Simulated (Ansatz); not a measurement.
# KI: the cell at several levels of theory

The task here is to estimate one member of a computed series from the others.

Code: Ansatz 0.2.0. PAW datasets, plane waves, zero pressure. No spin polarisation and no zero-point or thermal motion.

### The cell

The symmetry is Cmcm (No. 63, orthorhombic); conventional cell a = 5.025 Å, b = 8.510 Å, c = 8.677 Å, 46.38 Å³ an atom. Around K lie 6 I at 3.59–3.62 Å; around I lie 6 K at 3.59–3.62 Å.

Structure file:

```xyz
4
Lattice="2.5127 -4.2552 0.0000 2.5127 4.2552 0.0000 0.0000 0.0000 8.6766" Properties=species:S:1:pos:R:3 pbc="T T T"
K     2.5127    0.0000    4.3383
K     2.5127    0.0000    0.0000
I     2.5127   -2.8955    2.1691
I     2.5127    2.8955    6.5074
```

Set-up of the first run:

Contents of input.yaml:

```yaml
crystal:
  lattice:
    - [2.51266, -4.255227, 0.0]
    - [2.51266, 4.255227, 0.0]
    - [0.0, 0.0, 8.676589]
  atoms:
    - { symbol: K, position: [0.5, 0.5, 0.5] }
    - { symbol: K, position: [0.5, 0.5, 0.0] }
    - { symbol: I, position: [0.84023, 0.15977, 0.25] }
    - { symbol: I, position: [0.15977, 0.84023, 0.75] }
kpoints:
  mp_grid: { grid: [6, 6, 4] }
hamiltonian:
  xc: pbe
scf:
  occupations: { method: fermi_dirac, width: 0.02 }
relax:
  f_tol: 0.005
  cell: {}
```

On the command line:

```bash
ansatz run input.yaml --threads 2 --pin off --max-ram 2211MiB --backend cpu --events-out ev --progress --plain --runs-dir out
```

Steps of the session up to this table: Relaxation with PBE; r2SCAN: cell and atoms; PBEsol: cell and atoms; Relaxation with LDA.

One of the session's tables, all rows but one given; the rest of the session is left out.

| level | a (Å) | c (Å) | volume (Å³/atom) |
| --- | --- | --- | --- |
| PBE | 4.970 | 8.679 | 46.420 |
| r2SCAN | 4.899 | 8.591 | 44.647 |
| PBEsol | 4.838 | 8.505 | 43.102 |
| LDA | ? | ? | ? |

Q: Estimate the row for LDA from the others.

The run gave: a (Å): 4.702; c (Å): 8.301; volume (Å³/atom): 39.732. In the column «a (Å)» it is the lowest.

The volume runs from LDA (least) to PBE (most), a spread of 16.8 %, or 5.3 % in length if all axes shared it alike.
